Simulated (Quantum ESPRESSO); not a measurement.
Runs of Quantum ESPRESSO 7.5 on HfN. Symmetry: F-43m, No. 216, cubic system. Conventional cell: a = 4.910 Å, b = 4.910 Å, c = 4.910 Å, α = 90.00°, β = 90.00°, γ = 90.00°. Hf (site symmetry -43m) has 4 N at 2.13 Å as nearest neighbours. Around N (site symmetry -43m) lie 4 Hf at 2.13 Å. The cell comes from a database or a generator and needn't be the stable form of this composition.

| task | level | U | cell | k mesh | mixing beta | start of the occupations | hubbard projectors | q mesh | gap on the mesh (eV) | pressure (GPa) |
| --- | --- | --- | --- | --- | --- | --- | --- | --- | --- | --- |
| phonons | LDA | - | relaxed to -3 GPa | 9 × 9 × 9 | 0.5 | - | - | - | none | -3.0 |
| phonons | LDA | - | relaxed to 15 GPa | 9 × 9 × 9 | 0.5 | - | - | - | none | 14.9 |
| Hubbard U by linear response | LDA+U | Hf d U = 0.0001 eV | as given | 8 × 8 × 8 | 0.3 | default | ortho-atomic | 2 × 2 × 2 | none | (a) |
| Hubbard U by linear response | LDA+U | Hf d U = 4.0 eV | as given | 8 × 8 × 8 | 0.3 | default | ortho-atomic | 2 × 2 × 2 | none | -2.8 |
| phonons | LDA | - | relaxed | 9 × 9 × 9 | 0.5 | - | - | - | none | -0.1 |
| Hubbard U by linear response | LDA+U | Hf d U = 8.0 eV | as given | 8 × 8 × 8 | 0.3 | default | ortho-atomic | 2 × 2 × 2 | none | (b) |
| phonons | LDA | - | relaxed to 8 GPa | 9 × 9 × 9 | 0.5 | - | - | - | none | 7.9 |
| Hubbard U by linear response | LDA+U | Hf d U = 2.0 eV | as given | 8 × 8 × 8 | 0.3 | default | ortho-atomic | 2 × 2 × 2 | none | -6.6 |
| Hubbard U by linear response | LDA+U | Hf d U = 6.0 eV | as given | 8 × 8 × 8 | 0.3 | default | ortho-atomic | 2 × 2 × 2 | none | 1.0 |
| phonons | LDA | - | relaxed to 3 GPa | 9 × 9 × 9 | 0.5 | - | - | - | none | 2.9 |

Alike in all rows: potentials or basis GBRV 1.5 LDA; no spin polarisation; cutoff (eV) 612; smearing cold 0.2 eV.

Estimate the missing entries.

(a) -9.8; (b) 4.8.

Caveats: U without spin polarisation on a metal has little footing (some runs); the cell is more than 3 GPa from zero pressure, which shifts response properties (some runs).

A k mesh can miss the band edges, and the runs leave out spin-orbit coupling on Hf.

A gap of «none» marks a metal or a gap under the smearing width.
